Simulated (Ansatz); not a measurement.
# ZnS: the cost of one run

Computed with Ansatz 0.2.0 (DFT PBEsol, scalar-relativistic, plane waves, PAW, unless a step's input says otherwise).

2 further runs of the same task are left out: 2 that didn't finish.

**1. Starting point**

Symmetry: P6_3mc, No. 186, hexagonal system. The conventional cell has a = 3.823 Å, b = 3.823 Å, c = 12.520 Å, α = 90.00°, β = 90.00°, γ = 120.00°. Zn (site symmetry 3m) is surrounded by 4 S at 2.34 to 2.35 Å. S (site symmetry 3m) is surrounded by 4 Zn at 2.34 to 2.35 Å.

As a file:

```xyz
8
Lattice="3.8227 0.0000 0.0000 -1.9114 3.3106 0.0000 0.0000 0.0000 12.5200" Properties=species:S:1:pos:R:3 pbc="T T T"
Zn    0.0000    0.0000    0.0000
Zn    0.0000    0.0000    6.2600
Zn    0.0000    2.2070    3.1300
Zn    1.9114    1.1035    9.3900
S     0.0000    0.0000    2.3475
S     0.0000    0.0000    8.6075
S     0.0000    2.2070    5.4775
S     1.9114    1.1035   11.7375
```

Source of the structure: the Crystallography Open Database.

(A quick probe on a coarse mesh, which set the mesh and smearing, is not shown.)

**3. Relaxing cell and atoms**

input.yaml

```yaml
crystal:
  lattice:
    - [3.8227020304, 0.0, 0.0]
    - [-1.9113510152, 3.3105570694, 0.0]
    - [0.0, 0.0, 12.52]
  atoms:
    - { symbol: Zn, position: [0.0, 0.0, 0.0] }
    - { symbol: Zn, position: [0.0, 0.0, 0.5] }
    - { symbol: Zn, position: [0.3333333333, 0.6666666667, 0.25] }
    - { symbol: Zn, position: [0.6666666667, 0.3333333333, 0.75] }
    - { symbol: S, position: [0.0, 0.0, 0.1875] }
    - { symbol: S, position: [0.0, 0.0, 0.6875] }
    - { symbol: S, position: [0.3333333333, 0.6666666667, 0.4375] }
    - { symbol: S, position: [0.6666666667, 0.3333333333, 0.9375] }
basis:
  ecutwfc: 420
kpoints:
  mp_grid: { grid: [12, 12, 4] }
hamiltonian:
  xc: pbesol
scf:
  occupations: { method: gaussian, width: 0.02 }
output:
  forces: true
  stress: true
  eigenvalues: true
relax:
  adjacent_minimum: "off"
  f_tol: 0.005
  max_steps: 80
  cell: { stress_tol: 0.05 }
```

The run is started by

```sh
$ ansatz run input.yaml --threads 2 --pin off --max-ram 5120MiB --backend cpu --events-out ev --progress --plain --runs-dir out
```

**Question.** How long does this run take on 2 threads of Intel Xeon at 2.50GHz (Skylake/Cascade Lake), shared host, and how much memory does it need?

About 4.5 min, with a peak of 0.62 GiB.
